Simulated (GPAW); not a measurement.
# KCl (Pm-3m) in GPAW: convergence with smearing function

Aim: find how far smearing function must go before the results for KCl settle, at PBE. This setting moves, with any that are tied to it; all else stays.

Program: GPAW 26.7.0. These are calculated values, not measurements. Logs are shortened: lines on timing, memory, paths and dates and some standing lists are left out, and cuts for length are marked. The log counts tension as positive stress, the text compression.

## (1) The crystal as given

It takes space group Pm-3m (No. 221, cubic). The conventional cell has a = 3.839 Å, b = 3.839 Å, c = 3.839 Å, α = 90.00°, β = 90.00°, γ = 90.00°. K (site symmetry m-3m) is surrounded by 8 Cl at 3.32 Å. Cl (site symmetry m-3m) has 8 K at 3.32 Å as nearest neighbours.

Measurements of this composition are mostly on another form, of space group No. 225.

## (2) With smearing function fermi-dirac

File run.py:

```python
from ase.dft.bandgap import bandgap
from ase.io import read, write
from ase.units import GPa
from gpaw import GPAW, PW

atoms = read('KCl.xyz')

calc = GPAW(mode=PW(600),
            xc='PBE',
            kpts={'size': (7, 7, 7), 'gamma': True},
            occupations={'name': 'fermi-dirac', 'width': 0.1},
            nbands=16,
            convergence={'density': 1e-05, 'energy': 1e-05},
            maxiter=100,
            txt='gpaw.txt')
atoms.calc = calc
energy = atoms.get_potential_energy()
forces = atoms.get_forces()
stress = atoms.get_stress()
calc.write('gs.gpw')
write('result.traj', atoms)
print(f'Energy: {energy:.6f} eV')
print('Forces (eV/A):')
print(forces.round(4))
print('Stress (GPa):', (stress / GPa).round(3))
print('Fermi level:', round(calc.get_fermi_level(), 4), 'eV')
print(f'Gap: {bandgap(calc)[0]:.4f} eV, direct: {bandgap(calc, direct=True)[0]:.4f} eV')
```

File KCl.xyz:

```xyz
2
Lattice="3.8391960000 0.0000000000 0.0000000000 0.0000000000 3.8391960000 0.0000000000 0.0000000000 0.0000000000 3.8391960000" Properties=species:S:1:pos:R:3 pbc="T T T"
K      0.0000000000      0.0000000000      0.0000000000
Cl     1.9195980000      1.9195980000      1.9195980000
```

Potentials or basis: GPAW PAW data sets (gpaw-data 1.2.1), pw.

Run with:

```
> OMP_NUM_THREADS=1 python run.py
```

It took 8.6 s on 1 thread of Intel Xeon Platinum 8488C (Sapphire Rapids), shared host; peak memory 0.16 GiB.

Results (log left out):

- Free energy: -6.8190 eV
- Pressure: -0.1 GPa
- Band gap on the k mesh: 4.82 eV, indirect (least direct gap 5.00 eV)

## (3) With smearing function gaussian

run.py: that of step 2 with these lines changed.

```diff
@@ -10,3 +10,3 @@
             kpts={'size': (7, 7, 7), 'gamma': True},
-            occupations={'name': 'fermi-dirac', 'width': 0.1},
+            occupations={'name': 'methfessel-paxton', 'order': 0, 'width': 0.1},
             nbands=16,
```

KCl.xyz is that of step 2.

Potentials or basis: GPAW PAW data sets (gpaw-data 1.2.1), pw.

Run with:

```
> OMP_NUM_THREADS=1 python run.py
```

It took 8.2 s on 1 thread of Intel Xeon Platinum 8488C (Sapphire Rapids), shared host; peak memory 0.15 GiB.

It converged, with:

```
Free energy            : -6.8190 eV
Pressure               : -0.1 GPa
Band gap on the k mesh : 4.82 eV, indirect (least direct gap 5.00 eV)
```

## (4) With smearing function marzari-vanderbilt

run.py: that of step 3 with these lines changed.

```diff
@@ -10,3 +10,3 @@
             kpts={'size': (7, 7, 7), 'gamma': True},
-            occupations={'name': 'methfessel-paxton', 'order': 0, 'width': 0.1},
+            occupations={'name': 'marzari-vanderbilt', 'width': 0.1},
             nbands=16,
```

KCl.xyz is that of step 3.

Run with:

```
> OMP_NUM_THREADS=1 python run.py
```

It took 8.5 s on 1 thread of Intel Xeon Platinum 8488C (Sapphire Rapids), shared host; peak memory 0.16 GiB.

Results (log left out):

- Free energy: -6.8190 eV
- Pressure: -0.1 GPa
- Band gap on the k mesh: 4.82 eV, indirect (least direct gap 5.00 eV)

## (5) With smearing function methfessel-paxton

run.py: that of step 4 with these lines changed.

```diff
@@ -10,3 +10,3 @@
             kpts={'size': (7, 7, 7), 'gamma': True},
-            occupations={'name': 'marzari-vanderbilt', 'width': 0.1},
+            occupations={'name': 'methfessel-paxton', 'width': 0.1, 'order': 1},
             nbands=16,
```

KCl.xyz is that of step 4.

Run with:

```
> OMP_NUM_THREADS=1 python run.py
```

Wall time 8.3 s (1 thread of Intel Xeon Platinum 8488C (Sapphire Rapids), shared host); peak memory 0.15 GiB.

It converged, with:

- Free energy: -6.8190 eV
- Pressure: -0.1 GPa
- Band gap on the k mesh: 4.82 eV, indirect (least direct gap 5.00 eV)

## (6) With smearing function tetrahedron-method

run.py: that of step 5 with these lines changed.

```diff
@@ -10,3 +10,3 @@
             kpts={'size': (7, 7, 7), 'gamma': True},
-            occupations={'name': 'methfessel-paxton', 'width': 0.1, 'order': 1},
+            occupations={'name': 'tetrahedron-method'},
             nbands=16,
```

KCl.xyz is that of step 5.

Potentials or basis: GPAW PAW data sets (gpaw-data 1.2.1), pw.

Run with:

```
> OMP_NUM_THREADS=1 python run.py
```

Run time: 8.4 s. Hardware: 1 thread of Intel Xeon Platinum 8488C (Sapphire Rapids), shared host; peak memory 0.15 GiB.

The run converged. Its results:

- Free energy: -6.8190 eV
- Pressure: -0.1 GPa
- Band gap on the k mesh: 4.82 eV, indirect (least direct gap 5.00 eV)

## (7) With smearing function improved-tetrahedron-method

run.py: that of step 6 with these lines changed.

```diff
@@ -10,3 +10,3 @@
             kpts={'size': (7, 7, 7), 'gamma': True},
-            occupations={'name': 'tetrahedron-method'},
+            occupations={'name': 'improved-tetrahedron-method'},
             nbands=16,
```

KCl.xyz is that of step 6.

Run with:

```
> OMP_NUM_THREADS=1 python run.py
```

Wall time 8.5 s (1 thread of Intel Xeon Platinum 8488C (Sapphire Rapids), shared host); peak memory 0.15 GiB.

Results (log left out):

| Property | Result |
| --- | --- |
| Free energy | -6.8190 eV |
| Pressure | -0.1 GPa |
| Band gap on the k mesh | 4.82 eV, indirect (least direct gap 5.00 eV) |

## (8) With smearing function fixed

run.py: that of step 7 with these lines changed.

```diff
@@ -10,3 +10,3 @@
             kpts={'size': (7, 7, 7), 'gamma': True},
-            occupations={'name': 'improved-tetrahedron-method'},
+            occupations={'width': 0.0},
             nbands=16,
```

KCl.xyz is that of step 7.

Potentials or basis: GPAW PAW data sets (gpaw-data 1.2.1), pw.

Run with:

```
> OMP_NUM_THREADS=1 python run.py
```

gpaw.txt:

```text
__  _  _
 | _ |_)|_||  |
 |__||  | ||/\| - 26.7.0

Input parameters:
  mode=PW(ecut=600.0),
  convergence={'density': 1e-05, 'energy': 1e-05},
  kpts=MonkhorstPack(size=(7, 7, 7), gamma=True),
  maxiter=100,
  nbands=16,
  occupations=Occupations(width=0.0),
  xc=XC(name='PBE')

Diagonalizing LCAO Hamiltonian
Converting LCAO to pw mode
   .--------.
  /|        |
 * |        |
 | |        |
 | |  Cl    |
 | .--------.
 |/        /
 K--------*

Atoms  # Å, Bohr magnetons
|   | symbol |        x |        y |        z |    initial magnetic moments |
|---|--------|----------|----------|----------|-----------------------------|
| 0 |      K | 0.000000 | 0.000000 | 0.000000 | ( 0.0000,  0.0000,  0.0000) |
| 1 |     Cl | 1.919598 | 1.919598 | 1.919598 | ( 0.0000,  0.0000,  0.0000) |

Unit cell  # Å
| periodic |        x |        y |        z |  lengths |    angles |
|----------|----------|----------|----------|----------|-----------|
|      yes | 3.839196 | 0.000000 | 0.000000 | 3.839196 | 90.000000 |
|      yes | 0.000000 | 3.839196 | 0.000000 | 3.839196 | 90.000000 |
|      yes | 0.000000 | 0.000000 | 3.839196 | 3.839196 | 90.000000 |

Number of symmetries: 48
Symmetry operations  # r_c * U_cc + t_c -> r_c
|    | kind |            matrix            |
|----|------|------------------------------|
|  0 |  E   |  1, 0, 0,  0, 1, 0,  0, 0, 1 |
|  1 |  σ   |  1, 0, 0,  0, 1, 0,  0, 0,-1 |
|  2 |  σ   |  1, 0, 0,  0, 0, 1,  0, 1, 0 |
|  3 |  C4  |  1, 0, 0,  0, 0, 1,  0,-1, 0 |
|  4 |  C4  |  1, 0, 0,  0, 0,-1,  0, 1, 0 |
|  5 |  σ   |  1, 0, 0,  0, 0,-1,  0,-1, 0 |
|  6 |  σ   |  1, 0, 0,  0,-1, 0,  0, 0, 1 |
|  7 |  C2  |  1, 0, 0,  0,-1, 0,  0, 0,-1 |
|  8 |  σ   |  0, 1, 0,  1, 0, 0,  0, 0, 1 |
|  9 |  C2  |  0, 1, 0,  1, 0, 0,  0, 0,-1 |
| 10 |  C3  |  0, 1, 0,  0, 0, 1,  1, 0, 0 |
| 11 |  S6  |  0, 1, 0,  0, 0, 1, -1, 0, 0 |
| 12 |  S6  |  0, 1, 0,  0, 0,-1,  1, 0, 0 |
| 13 |  C3  |  0, 1, 0,  0, 0,-1, -1, 0, 0 |
| 14 |  C4  |  0, 1, 0, -1, 0, 0,  0, 0, 1 |
| 15 |  S4  |  0, 1, 0, -1, 0, 0,  0, 0,-1 |
| 16 |  C3  |  0, 0, 1,  1, 0, 0,  0, 1, 0 |
| 17 |  S6  |  0, 0, 1,  1, 0, 0,  0,-1, 0 |
| 18 |  σ   |  0, 0, 1,  0, 1, 0,  1, 0, 0 |
| 19 |  C4  |  0, 0, 1,  0, 1, 0, -1, 0, 0 |
| 20 |  C2  |  0, 0, 1,  0,-1, 0,  1, 0, 0 |
| 21 |  S4  |  0, 0, 1,  0,-1, 0, -1, 0, 0 |
| 22 |  S6  |  0, 0, 1, -1, 0, 0,  0, 1, 0 |
| 23 |  C3  |  0, 0, 1, -1, 0, 0,  0,-1, 0 |
| 24 |  S6  |  0, 0,-1,  1, 0, 0,  0, 1, 0 |
| 25 |  C3  |  0, 0,-1,  1, 0, 0,  0,-1, 0 |
| 26 |  C4  |  0, 0,-1,  0, 1, 0,  1, 0, 0 |
| 27 |  σ   |  0, 0,-1,  0, 1, 0, -1, 0, 0 |
| 28 |  S4  |  0, 0,-1,  0,-1, 0,  1, 0, 0 |
| 29 |  C2  |  0, 0,-1,  0,-1, 0, -1, 0, 0 |
| 30 |  C3  |  0, 0,-1, -1, 0, 0,  0, 1, 0 |
| 31 |  S6  |  0, 0,-1, -1, 0, 0,  0,-1, 0 |
| 32 |  C4  |  0,-1, 0,  1, 0, 0,  0, 0, 1 |
| 33 |  S4  |  0,-1, 0,  1, 0, 0,  0, 0,-1 |
| 34 |  S6  |  0,-1, 0,  0, 0, 1,  1, 0, 0 |
| 35 |  C3  |  0,-1, 0,  0, 0, 1, -1, 0, 0 |
| 36 |  C3  |  0,-1, 0,  0, 0,-1,  1, 0, 0 |
| 37 |  S6  |  0,-1, 0,  0, 0,-1, -1, 0, 0 |
| 38 |  σ   |  0,-1, 0, -1, 0, 0,  0, 0, 1 |
| 39 |  C2  |  0,-1, 0, -1, 0, 0,  0, 0,-1 |
| 40 |  σ   | -1, 0, 0,  0, 1, 0,  0, 0, 1 |
| 41 |  C2  | -1, 0, 0,  0, 1, 0,  0, 0,-1 |
| 42 |  C2  | -1, 0, 0,  0, 0, 1,  0, 1, 0 |
| 43 |  S4  | -1, 0, 0,  0, 0, 1,  0,-1, 0 |
| 44 |  S4  | -1, 0, 0,  0, 0,-1,  0, 1, 0 |
| 45 |  C2  | -1, 0, 0,  0, 0,-1,  0,-1, 0 |
| 46 |  C2  | -1, 0, 0,  0,-1, 0,  0, 0, 1 |
| 47 |  i   | -1, 0, 0,  0,-1, 0,  0, 0,-1 |

BZ-sampling:
  Number of BZ points: 343
  Number of IBZ points: 20

  Monkhorst-Pack size: [7, 7, 7]
  Monkhorst-Pack shift: [0, 0, 0]

K-points  # in reciprocal-cell coordinates
|     |                                coordinates |     weight |
|-----|--------------------------------------------|------------|
|   0 | (  0.00000000,   0.00000000,   0.00000000) | 0.00291545 |
|   1 | (  0.14285714,   0.00000000,   0.00000000) | 0.01749271 |
|   2 | (  0.14285714,   0.14285714,   0.00000000) | 0.03498542 |
|   3 | (  0.14285714,   0.14285714,   0.14285714) | 0.02332362 |
|   4 | (  0.28571429,   0.00000000,   0.00000000) | 0.01749271 |
|   5 | (  0.28571429,   0.14285714,   0.00000000) | 0.06997085 |
|   6 | (  0.28571429,   0.14285714,   0.14285714) | 0.06997085 |
|   7 | (  0.28571429,   0.28571429,   0.00000000) | 0.03498542 |
|   8 | (  0.28571429,   0.28571429,   0.14285714) | 0.06997085 |
|   9 | (  0.28571429,   0.28571429,   0.28571429) | 0.02332362 |
| ... |                                            |            |
|  19 | (  0.42857143,   0.42857143,   0.42857143) | 0.02332362 |

Plane wave coefficients: 1907
Cutoff: 600.0 eV

Spin-components: 1 (collinear spins)
Bands:           16
Projectors:      10
Spin-degeneracy: 2
Datatype:        complex128

Parallelization:
  kpt:    1
  domain: 1
  band:   1

Density:
  Valence electrons: 16.0
  Components: 1
  Grid points: [24 24 24]
  Charge: 0.0  # |e|

Potential:
  Grid points: [24 24 24]

species:
  K:
    name:    Potassium
    Z:       19.0
    valence: 9
    core:    10
    charge:  0.0  # [|e|]
    compensation charges:
      type: gauss
      rc: 0.35  # [Å]
      lmax: 2
    cutoffs:
      filter: 1.91  # [Å]
      core: 1.27  # [Å]
    projectors
    | kind |    occ | energy [eV] | rcut [Å] |
    |------|--------|-------------|----------|
    |   3s |  2.000 |     -35.338 |    1.122 |
    |   4s |  1.000 |      -2.319 |    1.122 |
    |   3p |  6.000 |     -18.813 |    1.106 |
    |    p |        |       8.398 |    1.106 |
    |    d |        |       0.000 |    0.937 |

    Using partial waves for K as LCAO basis

  Cl:
    name:    Chlorine
    Z:       17.0
    valence: 7
    core:    10
    charge:  0.0  # [|e|]
    compensation charges:
      type: gauss
      rc: 0.25  # [Å]
      lmax: 2
    cutoffs:
      filter: 1.40  # [Å]
      core: 1.49  # [Å]
    projectors
    | kind |    occ | energy [eV] | rcut [Å] |
    |------|--------|-------------|----------|
    |   3s |  2.000 |     -20.689 |    0.794 |
    |   3p |  5.000 |      -8.594 |    0.794 |
    |    s |        |       6.523 |    0.794 |
    |    p |        |      18.617 |    0.794 |
    |    d |        |       0.000 |    0.794 |

    Using partial waves for Cl as LCAO basis

Reference energy: -28937.202614  # eV

eigensolver:
  PPCG
  Converge bands: occupied
  niter=2

density mixing:
  MSR1-Mixer
  Pratt-step length: 0.05
  Maximum mixing coefficient: 0.75
  Old densities: 10
  SVD Regularization: 0.005
  Good broyden scale: 1.0
  Trust region scale: 1.0
  Backstep threshold: 4.0
  History deletion threshold: 6.0
  Fourier metric: weight=20.0, sigma=0.015

occupation numbers:
  # Zero width

poisson solver:
  ecut: 4800.0  # eV

xc functional:
  name: PBE with 2 nearest neighbor stencil

convergence criteria:
- Maximum integral of absolute [dens]ity change: 1e-05 electrons / valence electron
- Maximum [total energy] change in last 3 cyles: 1e-05 eV / valence electron
- Maximum integral of absolute [eigenst]ate change: 4e-08 eV^2 / valence electron
maximum number of iterations: 100

SCF iterations
|iter     | |      energy | eigst |  dens |
|---------|-|-------------|-------|-------|
|iter:   1| |   -7.079067 | -0.27 |       |
|iter:   2| |   -7.030848 | -2.44 | -1.30 |
|iter:   3| |   -6.819492 | -1.85 | -1.34 |
|iter:   4| |   -6.817988 | -3.12 | -1.70 |
|iter:   5| |   -6.818878 | -4.18 | -2.09 |
|iter:   6| |   -6.818973 | -5.40 | -2.80 |
|iter:   7| |   -6.818981c| -6.67 | -3.47 |
|iter:   8| |   -6.818982c| -7.70c| -4.11 |
|iter:   9| |   -6.818982c| -8.31c| -5.08c|

Converged in 9 steps
Energy contributions relative to reference atoms: (reference = -28937.202614)

Energy contributions:
  Kinetic:           2.577685
  Coulomb:          -1.965521
  Zero:             -0.616421
  External:          0.000000
  Xc:               -6.814725
  Entropy:           0.000000
  Spinorbit:         0.000000
  ----------------------------
  Free energy:      -6.818982
  Extrapolated:     -6.818982

dipole moment: (-13.990742, -13.990742, -13.990742)  # |e|*Ang

Fermi level: 3.224
Eigenvalues  # (at kpt = [0.000, 0.000, 0.000])
| band index |      eig [eV] | occ [0-2] |
|------------|---------------|-----------|
|          0 |       -27.199 |     2.000 |
|          1 |       -11.732 |     2.000 |
|          2 |       -10.619 |     2.000 |
|          3 |       -10.619 |     2.000 |
|          4 |       -10.619 |     2.000 |
|          5 |         0.631 |     2.000 |
[... 8 lines left out ...]
|         14 |        14.204 |     0.000 |
|         15 |        14.204 |     0.000 |

Gap: 4.821 eV
Transition (v -> c):
  (s=0, k=16, n=7, [0.43, 0.43, 0.00]) -> (s=0, k=0, n=8, [0.00, 0.00, 0.00])
Direct/indirect transitions are different
Direct gap: 5.003 eV
Transition at: (s=0, k=0, n=7, [0.00, 0.00, 0.00])

Forces  # eV/Ang
|       x |        y |       z |
|---------|----------|---------|
| 0.00000 |  0.00000 | 0.00000 |  # K    0
| 0.00000 | -0.00000 | 0.00000 |  # Cl   1

Stress tensor  # eV/Ang^3
|        x |        y |        z |
|----------|----------|----------|
| 0.000801 | 0.000000 | 0.000000 |
| 0.000000 | 0.000801 | 0.000000 |
| 0.000000 | 0.000000 | 0.000801 |

# Writing to gs.gpw (mode='')
```

stdout:

```text
Energy: -6.818982 eV
Forces (eV/A):
[[ 0.  0.  0.]
 [ 0. -0.  0.]]
Stress (GPa): [0.128 0.128 0.128 0.    0.    0.   ]
Fermi level: 3.2241 eV
Gap: 4.8212 eV, direct: 5.0035 eV
```

Run time: 8.5 s. Hardware: 1 thread of Intel Xeon Platinum 8488C (Sapphire Rapids), shared host; peak memory 0.16 GiB.

What came out:

| Item | Value |
| --- | --- |
| Free energy | -6.8190 eV |
| Pressure | -0.1 GPa |
| Band gap on the k mesh | 4.82 eV, indirect (least direct gap 5.00 eV) |

## (9) Result

```
          smearing function  energy less the tightest run, at zero smearing (meV/atom)  SCF cycles  CPU time (s)  peak memory (GiB)
                fermi-dirac                                                       0.00           9           8.6               0.16
                   gaussian                                                       0.00           9           8.2               0.15
         marzari-vanderbilt                                                       0.00           9           8.5               0.16
          methfessel-paxton                                                       0.00           9           8.3               0.15
         tetrahedron-method                                                       0.00           9           8.4               0.15
improved-tetrahedron-method                                                       0.00           9           8.5               0.15
                      fixed                                                       0.00           9           8.5               0.16
```

Against the tightest run, the energy stays within 1 meV/atom from fermi-dirac on. The tightest run that finished is the yardstick and may itself not be fully converged.

Caveats: an odd mesh through Γ misses points on the zone boundary, where band edges often lie.
